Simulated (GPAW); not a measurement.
# LiF (Griceite) (Fm-3m) in GPAW: single point with TB-mBJ

Aim: the single point of LiF (Griceite) with TB-mBJ.

Everything below comes from runs of GPAW 26.7.0. Logs are shortened: lines on timing, memory, paths and dates and some standing lists are left out, and cuts for length are marked. The log counts tension as positive stress, the text compression.

## 1. Starting point

The structure is cubic, space group Fm-3m (No. 225). The conventional cell has a = 4.028 Å, b = 4.028 Å, c = 4.028 Å, α = 90.00°, β = 90.00°, γ = 90.00°. F (site symmetry m-3m) has 6 Li at 2.01 Å as nearest neighbours. Li (site symmetry m-3m) is surrounded by 6 F at 2.01 Å.

## 2. Single point, TB-mBJ

File run.py:

```python
from ase import Atoms
from ase.dft.bandgap import bandgap
from ase.io import write
from gpaw import GPAW, PW

atoms = Atoms(['F', 'Li'],
              cell=[[0.0, 2.014, 2.014],
                    [2.014, 0.0, 2.014],
                    [2.014, 2.014, 0.0]],
              scaled_positions=[[0.5, 0.5, 0.5],
                                [0.0, 0.0, 0.0]],
              pbc=True)

calc = GPAW(mode=PW(800),
            xc='TB09',
            kpts={'size': (12, 12, 12), 'gamma': True},
            occupations={'name': 'fermi-dirac', 'width': 0.05},
            nbands=11,
            convergence={'density': 1e-05, 'energy': 1e-05},
            eigensolver='cg',
            maxiter=150,
            txt='gpaw.txt')
atoms.calc = calc
energy = atoms.get_potential_energy()
calc.write('gs.gpw')
write('result.traj', atoms)
print('Fermi level:', round(calc.get_fermi_level(), 4), 'eV')
print(f'Gap: {bandgap(calc)[0]:.4f} eV, direct: {bandgap(calc, direct=True)[0]:.4f} eV')
```

Potentials or basis: GPAW PAW data sets for LDA (gpaw-data 1.2.1), pw.

The run is started by

```console
$ OMP_NUM_THREADS=1 python run.py
```

gpaw.txt:

```text
___ ___ ___ _ _ _
 |   |   |_  | | | |
 | | | | | . | | | |
 |__ |  _|___|_____|  26.7.0
 |___|_|

Input parameters:
  convergence: {density: 1e-05,
                energy: 1e-05}
  eigensolver: cg
  kpts: {gamma: True,
         size: (12, 12, 12)}
  maxiter: 150
  mode: {ecut: 800.0,
         name: pw}
  nbands: 11
  occupations: {name: fermi-dirac,
                width: 0.05}
  xc: TB09

System changes: positions, numbers, cell, pbc, initial_charges, initial_magmoms

Initialize ...

species:
  F:
    name:    Fluorine
    Z:       9.0
    valence: 7
    core:    2
    charge:  0.0  # [|e|]
    compensation charges:
      type: gauss
      rc: 0.20  # [Å]
      lmax: 2
    cutoffs:
      filter: 1.14  # [Å]
      core: 0.74  # [Å]
    projectors
    | kind |    occ | energy [eV] | rcut [Å] |
    |------|--------|-------------|----------|
    |   2s |  2.000 |     -29.647 |    0.635 |
    |   2p |  5.000 |     -11.293 |    0.635 |
    |    s |        |      -2.435 |    0.635 |
    |    p |        |      15.918 |    0.635 |
    |    d |        |       0.000 |    0.635 |

    Using partial waves for F as LCAO basis

  Li:
    name:    Lithium
    Z:       3.0
    valence: 1
    core:    2
    charge:  0.0  # [|e|]
    compensation charges:
      type: gauss
      rc: 0.33  # [Å]
      lmax: 2
    cutoffs:
      filter: 1.91  # [Å]
      core: 2.55  # [Å]
    projectors
    | kind |    occ | energy [eV] | rcut [Å] |
    |------|--------|-------------|----------|
    |   2s |  1.000 |      -2.874 |    1.058 |
    |   2p |  0.000 |      -1.126 |    1.058 |
    |    s |        |      24.338 |    1.058 |

    Using partial waves for Li as LCAO basis

Reference energy: -2898.567588  # eV

Spin-paired calculation

Convergence criteria:
 Maximum [total energy] change in last 3 cyles: 1e-05 eV / valence electron
 Maximum integral of absolute [dens]ity change: 1e-05 electrons / valence electron
 Maximum integral of absolute [eigenst]ate change: 4e-08 eV^2 / valence electron
 Maximum number of scf [iter]ations: 150
 (Square brackets indicate name in SCF output, whereas a 'c' in
 the SCF output indicates the quantity has converged.)

Symmetries present (total): 48

  ( 1  0  0)  ( 1  0  0)  ( 1  0  0)  ( 1  0  0)  ( 1  0 -1)  ( 1  0 -1)
  ( 1  0 -1)  ( 1 -1  0)  ( 0  1  0)  ( 0  0  1)  ( 1  0  0)  ( 1 -1  0)
  ( 1 -1  0)  ( 1  0 -1)  ( 0  0  1)  ( 0  1  0)  ( 1 -1  0)  ( 1  0  0)

  ( 1  0 -1)  ( 1  0 -1)  ( 1 -1  0)  ( 1 -1  0)  ( 1 -1  0)  ( 1 -1  0)
  ( 0  1 -1)  ( 0  0 -1)  ( 1  0  0)  ( 1  0 -1)  ( 0 -1  1)  ( 0 -1  0)
  ( 0  0 -1)  ( 0  1 -1)  ( 1  0 -1)  ( 1  0  0)  ( 0 -1  0)  ( 0 -1  1)

  ( 0  1  0)  ( 0  1  0)  ( 0  1  0)  ( 0  1  0)  ( 0  1 -1)  ( 0  1 -1)
  ( 1  0  0)  ( 0  1 -1)  ( 0  0  1)  (-1  1  0)  ( 1  0 -1)  ( 0  1  0)
  ( 0  0  1)  (-1  1  0)  ( 1  0  0)  ( 0  1 -1)  ( 0  0 -1)  (-1  1  0)

  ( 0  1 -1)  ( 0  1 -1)  ( 0  0  1)  ( 0  0  1)  ( 0  0  1)  ( 0  0  1)
  ( 0  0 -1)  (-1  1  0)  ( 1  0  0)  ( 0  1  0)  ( 0 -1  1)  (-1  0  1)
  ( 1  0 -1)  ( 0  1  0)  ( 0  1  0)  ( 1  0  0)  (-1  0  1)  ( 0 -1  1)

  ( 0  0 -1)  ( 0  0 -1)  ( 0  0 -1)  ( 0  0 -1)  ( 0 -1  1)  ( 0 -1  1)
  ( 1  0 -1)  ( 0  1 -1)  ( 0 -1  0)  (-1  0  0)  ( 1 -1  0)  ( 0  0  1)
  ( 0  1 -1)  ( 1  0 -1)  (-1  0  0)  ( 0 -1  0)  ( 0 -1  0)  (-1  0  1)

  ( 0 -1  1)  ( 0 -1  1)  ( 0 -1  0)  ( 0 -1  0)  ( 0 -1  0)  ( 0 -1  0)
  ( 0 -1  0)  (-1  0  1)  ( 1 -1  0)  ( 0  0 -1)  ( 0 -1  1)  (-1  0  0)
  ( 1 -1  0)  ( 0  0  1)  ( 0 -1  1)  (-1  0  0)  ( 1 -1  0)  ( 0  0 -1)

  (-1  1  0)  (-1  1  0)  (-1  1  0)  (-1  1  0)  (-1  0  1)  (-1  0  1)
  ( 0  1  0)  ( 0  1 -1)  (-1  0  1)  (-1  0  0)  ( 0  0  1)  ( 0 -1  1)
  ( 0  1 -1)  ( 0  1  0)  (-1  0  0)  (-1  0  1)  ( 0 -1  1)  ( 0  0  1)

  (-1  0  1)  (-1  0  1)  (-1  0  0)  (-1  0  0)  (-1  0  0)  (-1  0  0)
  (-1  1  0)  (-1  0  0)  ( 0  0 -1)  ( 0 -1  0)  (-1  1  0)  (-1  0  1)
  (-1  0  0)  (-1  1  0)  ( 0 -1  0)  ( 0  0 -1)  (-1  0  1)  (-1  1  0)

1728 k-points: 12 x 12 x 12 Monkhorst-Pack grid + [1/24,1/24,1/24]
72 k-points in the irreducible part of the Brillouin zone
       k-points in crystal coordinates                weights
   0:    -0.00000000   -0.00000000   -0.00000000          1/1728
   1:     0.08333333    0.08333333   -0.00000000          6/1728
   2:     0.08333333    0.08333333    0.08333333          8/1728
   3:     0.16666667    0.08333333    0.08333333         12/1728
   4:     0.16666667    0.16666667   -0.00000000          6/1728
   5:     0.16666667    0.16666667    0.08333333         24/1728
   6:     0.16666667    0.16666667    0.16666667          8/1728
   7:     0.25000000    0.16666667    0.08333333         24/1728
   8:     0.25000000    0.16666667    0.16666667         24/1728
   9:     0.25000000    0.25000000   -0.00000000          6/1728
          ...
  71:     0.50000000    0.50000000    0.50000000          4/1728

Wave functions: Plane wave expansion
  Cutoff energy: 800.000 eV
  Number of coefficients (min, max): 822, 869
  Pulay-stress correction: 0.000000 eV/Ang^3 (de/decut=0.000000)
  Using FFTW library
  ScaLapack parameters: grid=1x1, blocksize=None
  Wavefunction extrapolation:
    Improved wavefunction reuse through dual PAW basis

Occupation numbers: Fermi-Dirac:
  width: 0.0500  # eV

Eigensolver
   CG(niter=4, rtol=3.0e-01)

Densities:
  Coarse grid: 20*20*20 grid
  Fine grid: 40*40*40 grid
  Total Charge: 0.000000

Density mixing:
  Method: separate
  Backend: msr1
  Linear mixing parameter: 0.05
  old densities: 10
  Width of damping distribution: 1.1
  Damping of long wavelength oscillations: 20

Hamiltonian:
  XC and Coulomb potentials evaluated on a 40*40*40 grid
  Using the TB09 Exchange-Correlation functional
  External potential:
    NoExternalPotential

XC parameters: TB09 with 2 nearest neighbor stencil

Number of atoms: 2
Number of atomic orbitals: 8
Number of bands in calculation: 11
Number of valence electrons: 8
Bands to converge: occupied

... initialized

Initializing position-dependent things.

Density initialized from atomic densities
Creating initial wave functions:
  8 bands from LCAO basis set
  3 bands from random numbers

              F

       Li

Atomic positions and initial magnetic moments

Positions:
   0 F      2.014000    2.014000    2.014000    ( 0.0000,  0.0000,  0.0000)
   1 Li     0.000000    0.000000    0.000000    ( 0.0000,  0.0000,  0.0000)

Unit cell:
           periodic     x           y           z      points  spacing
  1. axis:    yes    0.000000    2.014000    2.014000    20     0.1163
  2. axis:    yes    2.014000    0.000000    2.014000    20     0.1163
  3. axis:    yes    2.014000    2.014000    0.000000    20     0.1163

  Lengths:   2.848226   2.848226   2.848226
  Angles:   60.000000  60.000000  60.000000

Effective grid spacing dv^(1/3) = 0.1269

iter:   1   300.123382
iter:   2   302.544858   +1.58  -0.89
iter:   3   303.933760   +0.52  -1.05
iter:   4   306.252737   -0.37  -1.13
iter:   5   310.251924   -0.03  -1.25
iter:   6   309.915721   -0.87  -1.59
iter:   7   310.776342   -1.46  -1.55
iter:   8   309.686518   -1.44  -1.81
iter:   9   310.309922   -1.59  -1.67
iter:  10   310.524310   -1.18  -1.97
iter:  11   311.465642   -1.55  -1.97
iter:  12   311.708617   -1.06  -2.92
iter:  13   311.665344   -2.10  -2.84
iter:  14   311.514877   -2.59  -2.69
iter:  15   311.624924   -3.01  -2.65
iter:  16   311.626290   -2.99  -3.02
iter:  17   311.588618   -3.00  -2.94
iter:  18   311.757021   -2.60  -2.79
iter:  19   311.739510   -3.02  -3.50
iter:  20   311.767016   -3.91  -3.42
iter:  21   311.784859   -3.57  -3.70
iter:  22   311.801698   -5.02  -3.87
iter:  23   311.799667   -4.61  -4.27
iter:  24   311.806567   -5.88  -4.35
iter:  25   311.801494   -5.80  -4.27
iter:  26   311.802827   -5.58  -4.55
iter:  27   311.801588   -6.46  -4.78
iter:  28   311.802299   -6.75  -5.05c
iter:  29   311.802200   -6.88  -5.22c
iter:  30   311.802309   -7.95c -6.02c
iter:  31   311.802204   -8.40c -5.94c
iter:  32   311.802137   -8.43c -5.96c
iter:  33   311.802110   -9.46c -5.99c
iter:  34   311.802144c  -9.53c -6.03c

Converged after 34 iterations.

Dipole moment: (0.000000, 0.000000, 0.000000) |e|*Ang

Energy contributions relative to reference atoms: (reference = -2898.567588)

Kinetic:        +11.117170
Potential:       -5.766810
External:        +0.000000
XC:            +306.964761
Entropy (-ST):   -0.000000
Local:           -0.512977
SIC:             +0.000000
--------------------------
Free energy:   +311.802144
Extrapolated:  +311.802144

Showing only first 2 kpts
 Kpt  Band  Eigenvalues  Occupancy
  0     2      0.89555    2.00000
  0     3      0.89555    2.00000
  0     4     12.71714    0.00000
  0     5     29.38233    0.00000

  1     2      0.84141    2.00000
  1     3      0.84142    2.00000
  1     4     13.02503    0.00000
  1     5     27.65490    0.00000

Fermi level: 3.11471

Gap: 11.809 eV
Transition (v -> c):
  (s=0, k=3, n=3, [0.17, 0.08, 0.08]) -> (s=0, k=0, n=4, [-0.00, -0.00, -0.00])
Direct/indirect transitions are different
Direct gap: 11.822 eV
Transition at: (s=0, k=0, n=3, [-0.00, -0.00, -0.00])
Writing to gs.gpw (mode='')
```

Wall time 56 s (1 thread of Arm Neoverse N1, shared host); peak memory 0.18 GiB.

Results:

| Property | Result |
| --- | --- |
| Band gap on the k mesh | 11.81 eV, indirect (least direct gap 11.82 eV) |

Caveat: a model potential gives levels but no total energy.
